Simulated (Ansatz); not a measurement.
# ZrN (rocksalt): exact exchange against the cheap answer (a further series)

Aim: see how the gap and pressure of ZrN (rocksalt) move with the amount and range of exact exchange, and what each run costs.

Program: Ansatz 0.2.0. Level of theory: DFT at several levels, plane waves, PAW. These are calculated values, not measurements.

## (1) The starting structure

It takes space group Fm-3m (No. 225, cubic). Conventional cell: a = 4.568 Å, b = 4.568 Å, c = 4.568 Å, α = 90.00°, β = 90.00°, γ = 90.00°. Zr (site symmetry m-3m) is surrounded by 6 N at 2.28 Å. Around N (site symmetry m-3m) lie 6 Zr at 2.28 Å.

As a file:

```cif
data_structure
_symmetry_space_group_name_H-M 'Fm-3m'
_symmetry_Int_Tables_number 225
_cell_length_a 4.5685
_cell_length_b 4.5685
_cell_length_c 4.5685
_cell_angle_alpha 90.000
_cell_angle_beta 90.000
_cell_angle_gamma 90.000
_cell_volume 95.35
loop_
_atom_site_label
_atom_site_type_symbol
_atom_site_symmetry_multiplicity
_atom_site_Wyckoff_symbol
_atom_site_fract_x
_atom_site_fract_y
_atom_site_fract_z
_atom_site_occupancy
Zr1 Zr 4 b 0.50000 0.00000 0.00000 1
N1 N 4 a 0.00000 0.00000 0.00000 1
```

An earlier run on this cell at PBE gave 4.67 GPa at 11.918 Å³/atom (8×8×8 mesh), no gap. The cell is compressed at this level.

All runs below keep this geometry.

Levels to run, all on a 6×6×6 mesh: HSE06 form (fraction 0.45, screening 0.3 Å⁻¹); HSE06 form (fraction 0.15, screening 0.5 Å⁻¹); B3LYP. Hardware: 4 threads of Arm Neoverse V1, shared host.

An earlier series ran PBE on this mesh: volume 11.918 Å³/atom, pressure 4.25 GPa, metallic.

## (2) HSE06 form (fraction 0.45, screening 0.3 Å⁻¹)

File input.yaml:

```yaml
crystal:
  lattice:
    - [0.0, 2.2842273067, 2.2842273067]
    - [2.2842273067, 0.0, 2.2842273067]
    - [2.2842273067, 2.2842273067, 0.0]
  atoms:
    - { symbol: Zr, position: [0.5, 0.5, 0.5] }
    - { symbol: "N", position: [0.0, 0.0, 0.0] }
basis:
  ecutwfc: 420
  ecutrho_ratio: 4
kpoints:
  mp_grid: { grid: [6, 6, 6] }
hamiltonian:
  xc: { preset: hse06, exx: { coeff: 0.45, omega: 0.3 } }
scf:
  occupations: { method: gaussian, width: 0.05 }
  n_extra_bands: 9
output:
  forces: true
  stress: true
  eigenvalues: true
  populations: true
  dos: { projected: true, de: 0.02 }
```

The run is started by

```
ansatz run input.yaml --threads 4 --pin off --max-ram 8192MiB --backend cpu --events-out ev --progress --plain --runs-dir out
```

After this run come: HSE06 form (fraction 0.15, screening 0.5 Å⁻¹); B3LYP.

Q: Predict the outcome of this session. Wanted: for each run, exact exchange; change of gap; pressure.

The runs gave:

| level | exact exchange | gap on the mesh (eV) | change of gap (eV) | pressure (GPa) | wall time | CPU time |
| --- | --- | --- | --- | --- | --- | --- |
| PBE (earlier series) | 0.00 | metal | 0 | 4.2 | 0.38 s | 0.94 s |
| HSE06 form (fraction 0.45, screening 0.3 Å⁻¹) | 0.45 | metal | 0 | -4.9 | 7.7 s | 25 s |
| HSE06 form (fraction 0.15, screening 0.5 Å⁻¹) | 0.15 | metal | 0 | 1.7 | 7.2 s | 24 s |
| B3LYP | 0.20 | metal | 0 | 6.7 | 7.9 s | 27 s |

Changes count from PBE. Times are on 4 threads of Arm Neoverse V1, shared host; the hybrid runs also made densities of states.

Every hybrid shown leaves the cell metallic on this mesh. The pressure spans -4.9 to 6.7 GPa, negative where a level wants a smaller cell on this coarse mesh, whose own error is in all of them. «metal» means no gap on the mesh; bands that overlap can still move apart without opening one. The median run with exact exchange took 27 times the CPU time of the cheap one. Gaps are over this coarse mesh alone, and total energies of different levels can't be compared. Spin polarisation wasn't allowed in this run. The program warned that the SCF threshold is loose for the stress of this hybrid run. For a metal under a hybrid functional this mesh is coarse.
